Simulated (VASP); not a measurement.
# Si12C11 (a cell with a defect): single point with PBEsol

Crystal: Si12C11 (a cell with a defect).

```
Si C
1.0
     0.00000    6.53700    6.53700
     4.35800    0.00000    4.35800
     4.35800    4.35800    0.00000
Si C
12 11
Direct
  0.00180 0.00188 0.99944
  0.99810 0.00539 0.49701
  0.99873 0.49779 0.00313
  0.99927 0.50206 0.49955
  0.32867 0.00303 0.99894
  0.33164 0.00345 0.49856
  0.33179 0.50146 0.00048
  0.33153 0.50264 0.49894
  0.66623 0.00158 0.99950
  0.66543 0.00300 0.49995
  0.66549 0.50246 0.00023
  0.66538 0.50199 0.49937
  0.08382 0.12839 0.62287
  0.08388 0.62527 0.12569
  0.08289 0.62666 0.62402
  0.41600 0.12683 0.12408
  0.41707 0.12749 0.62161
  0.41697 0.62565 0.12374
  0.41623 0.62705 0.62397
  0.75185 0.12663 0.12419
  0.74847 0.12744 0.62519
  0.74873 0.62724 0.12483
  0.74991 0.62676 0.62405
```

| Item | Value |
| --- | --- |
| Program | VASP 6.6.1 |
| Task | single point |
| Functional | PBEsol |
| Potentials or basis | VASP PAW PBE potentials, release 64 (Si, C) |
| Cutoff | 450 eV |
| k mesh | 2 × 3 × 3 |
| Occupations | gaussian, width 0.03 eV |
| Spin | collinear spin, ferromagnetic start |
| Starting moments | [0.75, 0.75, 0.75, 0.0, 0.75, 0.0, 0.0, 0.0, 0.0, 0.0, 0.0, 0.0, 0.0, 0.0, 0.0, 0.0, 0.0, 0.0, 0.0, 0.0, 0.0, 0.0, 0.0] μB |
| Dq | 1 |
| Further INCAR settings | LREAL = Auto; ALGO = Normal; EDIFF = 1e-05; NBANDS = 67; ISYM = 0; NELECT = 91.0 |

| Item | Value |
| --- | --- |
| Largest force | 1.442 eV/Å |
| Band gap on the k mesh | none (metal or under the smearing width) |
| Net moment | 0.49 μB per cell |
| Site moments | Si +0.05, +0.04, +0.03, -0.00, +0.02, +0.00, +0.01; C +0.01, -0.00, +0.00 μB |
| Valence electrons inside the program's atomic spheres | Si 1.62, 1.61, 1.67, 1.58, 1.65, 1.66; C 2.51, 2.50, 2.52 |

Forces in eV/Å, atoms in the order of the input:
```
Si  -0.903 -0.611 -0.628
Si   0.618  1.089 -0.642
Si   0.643 -0.647  1.116
Si   0.271 -0.174 -0.145
Si  -0.494  0.720  0.722
Si  -0.397  0.535 -0.054
Si  -0.391 -0.073  0.521
Si   0.093  0.383  0.373
Si  -0.312  0.288  0.299
Si  -0.339  0.499 -0.203
Si  -0.320 -0.207  0.504
Si   0.445  0.078  0.078
C    0.009 -0.124  0.154
C    0.012  0.168 -0.122
C   -0.259 -0.030 -0.038
C    0.118 -0.552 -0.535
C    0.635 -0.458 -0.628
C    0.629 -0.609 -0.480
C    0.124 -0.184 -0.189
C    0.420 -0.132 -0.127
C   -0.334 -0.269  0.347
C   -0.348  0.362 -0.269
C    0.080 -0.052 -0.055
```

Levels at points of the mesh, in eV from the Fermi level:
Spin up:
| k point | band 43 | band 44 | band 45 | band 46 | band 47 | band 48 | band 49 | band 50 |
| --- | --- | --- | --- | --- | --- | --- | --- | --- |
| (0.00, 0.00, 0.00) | -1.35 | -1.10 | -1.07 | 0.46 | 0.73 | 1.49 | 1.74 | 1.90 |
| (0.50, 0.00, 0.00) | -1.56 | -1.21 | -1.19 | 0.14 | 0.39 | 0.65 | 1.61 | 1.95 |
Spin down:
| k point | band 41 | band 42 | band 43 | band 44 | band 45 | band 46 | band 47 | band 48 | band 49 | band 50 |
| --- | --- | --- | --- | --- | --- | --- | --- | --- | --- | --- |
| (0.00, 0.00, 0.00) | -1.72 | -1.70 | -1.33 | -1.09 | -1.06 | 0.52 | 0.81 | 1.55 | 1.82 | 1.97 |
| (0.50, 0.00, 0.00) | -2.05 | -1.59 | -1.55 | -1.20 | -1.19 | 0.27 | 0.44 | 0.70 | 1.70 | 2.01 |

Run time: 7 min on 4 MPI ranks on AMD EPYC 7R13 Processor (Zen 3) (shared host), peak memory 0.57 GiB a rank.

Caveat: the k mesh is coarse (spacing up to 0.42 Å⁻¹), so the values aren't converged; the cell is charged against a uniform background, so pressure and absolute levels hang on convention; the PAW data sets were made with another functional, which shifts forces and pressure a little.
